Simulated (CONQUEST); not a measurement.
# Pd (P6_3/mmc) in CONQUEST: reference runs

Aim: a first look at Pd with PBE, on the cell as given and on a disturbed one.

Program: CONQUEST 1.3. These are calculated values, not measurements. Logs are shortened: lines on timing, memory, paths and dates and some standing lists are left out, and cuts for length are marked.

**1. The structure**

It takes space group P6_3/mmc (No. 194, hexagonal). The conventional cell has a = 2.784 Å, b = 2.784 Å, c = 4.629 Å, α = 90.00°, β = 90.00°, γ = 120.00°. Pd (site symmetry -6m2) has 12 Pd at 2.78 to 2.82 Å as nearest neighbours.

This isn't the form of Pd at room conditions, which is fcc.

**2. Single point, PBE**

Contents of Conquest_input:

```
IO.Title Pd
IO.Coordinates coords.dat
IO.FractionalAtomicCoords T
IO.Iprint 2
IO.Iprint_init 1
General.NumberOfSpecies 1
General.PseudopotentialType hamann
AtomMove.TypeOfRun static
AtomMove.FullStress T
Grid.GridCutoff 120
DM.SolutionMethod diagon
Diag.MPMesh T
Diag.GammaCentred T
Diag.MPMeshX 10
Diag.MPMeshY 6
Diag.MPMeshZ 6
Diag.kT 0.00183747
minE.SCTolerance 1e-6
SC.MaxIters 100
IO.AtomChargeOutput T
IO.DumpChargeDensity T
IO.DumpTotPot T
%block ChemicalSpeciesLabel
1 106.420 Pd
%endblock
```

Contents of coords.dat:

```
    5.2603645596     0.0000000000     0.0000000000
    0.0000000000     8.7473400302     0.0000000000
    0.0000000000     0.0000000000     9.1112186838
4
  0.0000000000   0.2500000000   0.6666666670 1 T T T
  0.5000000000   0.2500000000   0.1666666670 1 T T T
  0.0000000000   0.7500000000   0.3333333330 1 T T T
  0.5000000000   0.7500000000   0.8333333330 1 T T T
```

Potentials or basis: PseudoDojo NC PBE, DZP, grid cutoff 120 Ha.

Run with:

```console
> Conquest
```

Output:

```text
Simulation cell dimensions:     5.2604 a0 x     8.7473 a0 x     9.1112 a0

      Atomic coordinates (a0)
         Atom         X         Y         Z  Species
            1    0.0000    2.1868    6.0741        1
            2    2.6302    2.1868    1.5185        1
            3    0.0000    6.5605    3.0371        1
            4    2.6302    6.5605    7.5927        1

         Monkhorst-Pack mesh:  10 x   6 x   6 gamma-centred
        This calculation includes non-local pseudopotentials,
         with a maximum core radius of      7.49289703

    Job title: Pd
    Job to be run: static calculation

    Ground state search:
      Support functions represented with PAO basis
      1:1 PAO to SF mapping
      Non-spin-polarised electrons
      Solving for the K matrix using diagonalisation
      Using Fermi-Dirac smearing

    Integration grid size:     32 x   48 x   48

    Integration grid spacing:  0.164 a0 x 0.182 a0 x 0.190 a0

    Number of species:  1
    --------------------------------------------------------
    |   #  mass (au)  Charge (e)  SF Rad (a0)  NSF  Label  |
    --------------------------------------------------------
    |   1    106.420      18.000        7.782   19  Pd     |
    --------------------------------------------------------
          SCF tolerance:                 0.00000100
          SCF iterations:               100

    The functional used will be GGA PBE96

           radial cut-off to be used is taken to be max PAO cut-off radius for this species:    7.492897

           greatest ang. mom. for making density from PAOs:  2
    Minimum blocs/proc is     1152. Maximum blocs/proc is     1152
    set_atom_dens: In set_atomic_density, electrons :      72.000000000000
 matrix_size & matrix_size_padH =           76          76

    Screened ion int: energy:    -442.131292292062 Ha

    new_SC_potl: Starting.  Tolerance:  0.10000E-05

    PulayMixSC: Starting Pulay mixing, A_up =  0.500 A_dn =  0.500
    PulayMixSC: Spin non-polarised calculation.
          Harris-Foulkes Energy            :      -542.017238534992998 Ha
          GroundState Energy (E-(1/2)TS)   :      -542.018841653945401 Ha
          Free Energy (E-TS)               :      -542.020444772897804 Ha
          DFT Total Energy                 :      -541.920322813084681 Ha
          Total number of electrons        :        72.000000000000924
    PulayMixSC: Pulay iteration     1 residual:              0.22925E-02
          Harris-Foulkes Energy            :      -541.979895912146048 Ha
          GroundState Energy (E-(1/2)TS)   :      -541.981574949549668 Ha
          Free Energy (E-TS)               :      -541.983253986953287 Ha
          DFT Total Energy                 :      -541.974565714203095 Ha
          Total number of electrons        :        72.000026415272444
    PulayMixSC: Pulay iteration     2 residual:              0.58207E-03
          Harris-Foulkes Energy            :      -541.977702111135613 Ha
          GroundState Energy (E-(1/2)TS)   :      -541.979372917021010 Ha
          Free Energy (E-TS)               :      -541.981043722906406 Ha
          DFT Total Energy                 :      -541.977652223618406 Ha
          Total number of electrons        :        72.000036471172450
    PulayMixSC: Pulay iteration     3 residual:              0.15861E-03
          Harris-Foulkes Energy            :      -541.977647112116983 Ha
          GroundState Energy (E-(1/2)TS)   :      -541.979323210531447 Ha
          Free Energy (E-TS)               :      -541.980999308945911 Ha
          DFT Total Energy                 :      -541.977647080986799 Ha
          Total number of electrons        :        72.000048521065494
    PulayMixSC: Pulay iteration     4 residual:              0.40035E-05
          Harris-Foulkes Energy            :      -541.977647566739961 Ha
          GroundState Energy (E-(1/2)TS)   :      -541.979323235092579 Ha
          Free Energy (E-TS)               :      -541.980998903445197 Ha
          DFT Total Energy                 :      -541.977647567499730 Ha
          Total number of electrons        :        72.000050268368156
    PulayMixSC: Pulay iteration     5 residual:              0.11300E-05
          Harris-Foulkes Energy            :      -541.977647088790491 Ha
          GroundState Energy (E-(1/2)TS)   :      -541.979322815389423 Ha
          Free Energy (E-TS)               :      -541.980998541988356 Ha
          DFT Total Energy                 :      -541.977647089141328 Ha
          Total number of electrons        :        72.000049702341670
    PulayMixSC: Pulay iteration     6 residual:              0.44642E-06
    PulayMixSC: Reached SCF tolerance of  0.44642E-06 after      6 iterations
      | Number of electrons      =        72.000050
      |* band energy as 2Tr[K.H] =       -88.189484943718838 Ha
      |  screened ion-ion energy =      -442.131292292061858 Ha
      |  Ha correction           =         2.996515726668983 Ha
      |  XC correction           =       -14.653388144977805 Ha
      | GS Energy as E-(1/2)TS   =      -541.979322815389423 Ha
      | Free Energy as E-TS      =      -541.980998541988356 Ha
      |* Harris-Foulkes energy   =      -541.977647088790491 Ha
      |* DFT total energy        =      -541.977647089141328 Ha
      |  estimated accuracy      =         0.000000000350838 Ha

    force: Forces on atoms (Ha/a0)
    force:  Atom   X              Y              Z
    force:     1  -0.0000000000   0.0000000000   0.0000547847
    force:     2   0.0000000000   0.0000000000   0.0000547847
    force:     3   0.0000000000  -0.0000000000  -0.0000547847
    force:     4   0.0000000000  -0.0000000000  -0.0000547847

    force: Maximum force :        0.00005478(Ha/a0) on atom         1 in z direction
    force: Force Residual:        0.00005478 Ha/a0
    force: Total stress:         -0.07499170     0.00000000    -0.00000000 GPa
                             0.00000000    -0.39333096     0.00000000
                             0.00000000     0.00000000    -0.38876268
    force: Average pressure:      0.28569511 GPa

    force: Finished force
    get_E_and_F: Change in energy during last step of electronic optimisation:  0.47795E-06

    BIBLIOGRAPHY: Please consider citing the following references in the conquest.bib file

    CONQUEST:         Bowler2002pt, Miyazaki2004, Nakata2020
    Basis:            Bowler2019
    DM:               Bowler:2006xr
    Pseudopotentials: Hamann2013, Bowler2019
    XC functional:    Perdew1996
```

Run time: 88 s. Hardware: 1 thread of AMD EPYC 9R45 (Zen 5), shared host; peak memory 1 GiB.

Results:

| Item | Value |
| --- | --- |
| Free energy | -14748.0543 eV |
| Pressure | 0.3 GPa |
| Band gap on the k mesh | none (metal or under the smearing width) |

Forces on the atoms (eV/Å):
```
Pd   0.000  0.000  0.003
Pd   0.000  0.000  0.003
Pd   0.000  0.000 -0.003
Pd   0.000  0.000 -0.003
```

Stress tensor (GPa, compression positive):
```
0.07 0.00 0.00
0.00 0.39 0.00
0.00 0.00 0.39
```

Caveat: the box holds several primitive cells, so bands are folded and the points are those of the box's own zone; the basis of atomic orbitals isn't converged, which shifts pressures, moduli and gaps.

**3. Single point, PBE (atoms moved at random, drawn with an rms of 0.05 Å)**

Conquest_input: that of step 2 with these lines changed.

```diff
@@ -20,4 +20,2 @@
 IO.AtomChargeOutput T
-IO.DumpChargeDensity T
-IO.DumpTotPot T
 %block ChemicalSpeciesLabel
```

Contents of coords.dat:

```
    5.2603645596     0.0000000000     0.0000000000
    0.0000000000     8.7473400302     0.0000000000
    0.0000000000     0.0000000000     9.1112186838
4
  0.0274315000   0.2409910000   0.6642505000 1 T T T
  0.5274315000   0.2409910000   0.1642505000 1 T T T
  0.0093420000   0.7587270000   0.3346450000 1 T T T
  0.5093420000   0.7587270000   0.8346450000 1 T T T
```

Potentials or basis: PseudoDojo NC PBE, DZP, grid cutoff 120 Ha.

Run with:

```console
> Conquest
```

Output:

```text
Simulation cell dimensions:     5.2604 a0 x     8.7473 a0 x     9.1112 a0

      Atomic coordinates (a0)
         Atom         X         Y         Z  Species
            1    0.1443    2.1080    6.0521        1
            2    2.7745    2.1080    1.4965        1
            3    0.0491    6.6368    3.0490        1
            4    2.6793    6.6368    7.6046        1

         Monkhorst-Pack mesh:  10 x   6 x   6 gamma-centred
        This calculation includes non-local pseudopotentials,
         with a maximum core radius of      7.49289703

    Job title: Pd
    Job to be run: static calculation

    Ground state search:
      Support functions represented with PAO basis
      1:1 PAO to SF mapping
      Non-spin-polarised electrons
      Solving for the K matrix using diagonalisation
      Using Fermi-Dirac smearing

    Integration grid size:     32 x   48 x   48
[... 65 lines left out ...]
          Free Energy (E-TS)               :      -541.978717810486273 Ha
          DFT Total Energy                 :      -541.975371447575412 Ha
          Total number of electrons        :        72.000053515607306
    PulayMixSC: Pulay iteration     7 residual:              0.76468E-06
    PulayMixSC: Reached SCF tolerance of  0.76468E-06 after      7 iterations
      | Number of electrons      =        72.000054
      |* band energy as 2Tr[K.H] =       -88.195831053821422 Ha
      |  screened ion-ion energy =      -442.111001963957847 Ha
      |  Ha correction           =         2.983094026680015 Ha
      |  XC correction           =       -14.651633162026963 Ha
      | GS Energy as E-(1/2)TS   =      -541.977044628461499 Ha
      | Free Energy as E-TS      =      -541.978717810486273 Ha
      |* Harris-Foulkes energy   =      -541.975371446436725 Ha
      |* DFT total energy        =      -541.975371447575412 Ha
      |  estimated accuracy      =         0.000000001138687 Ha

    force: Forces on atoms (Ha/a0)
    force:  Atom   X              Y              Z
    force:     1  -0.0010421343   0.0146744920   0.0002006398
    force:     2  -0.0010421343   0.0146744920   0.0002006398
    force:     3   0.0010348070  -0.0146577010  -0.0002864272
    force:     4   0.0010348070  -0.0146577010  -0.0002864272

    force: Maximum force :        0.01467449(Ha/a0) on atom         1 in y direction
    force: Force Residual:        0.01470490 Ha/a0
    force: Total stress:         -0.40672827     0.25819122    -0.52712037 GPa
                             0.25819122    -1.41413634    -0.08551534
                            -0.52712037    -0.08551534    -1.03369272
    force: Average pressure:      0.95151911 GPa

    force: Finished force
    get_E_and_F: Change in energy during last step of electronic optimisation: -0.43961E-06

    BIBLIOGRAPHY: Please consider citing the following references in the conquest.bib file

    CONQUEST:         Bowler2002pt, Miyazaki2004, Nakata2020
    Basis:            Bowler2019
    DM:               Bowler:2006xr
    Pseudopotentials: Hamann2013, Bowler2019
    XC functional:    Perdew1996
```

It took 97 s on 1 thread of AMD EPYC 9R45 (Zen 5), shared host; peak memory 1 GiB.

Results:

```
Free energy            : -14747.9922 eV
Pressure               : 1.0 GPa
Largest force          : 0.757 eV/Å
Band gap on the k mesh : none (metal or under the smearing width)
```

Forces in eV/Å, atoms in the order of the input:
```
Pd  -0.054  0.755  0.010
Pd  -0.054  0.755  0.010
Pd   0.053 -0.754 -0.015
Pd   0.053 -0.754 -0.015
```

Stress tensor (GPa, compression positive):
```
 0.41 -0.26  0.53
-0.26  1.41  0.09
 0.53  0.09  1.03
```

Caveat: the box holds several primitive cells, so bands are folded and the points are those of the box's own zone; the basis of atomic orbitals isn't converged, which shifts pressures, moduli and gaps.
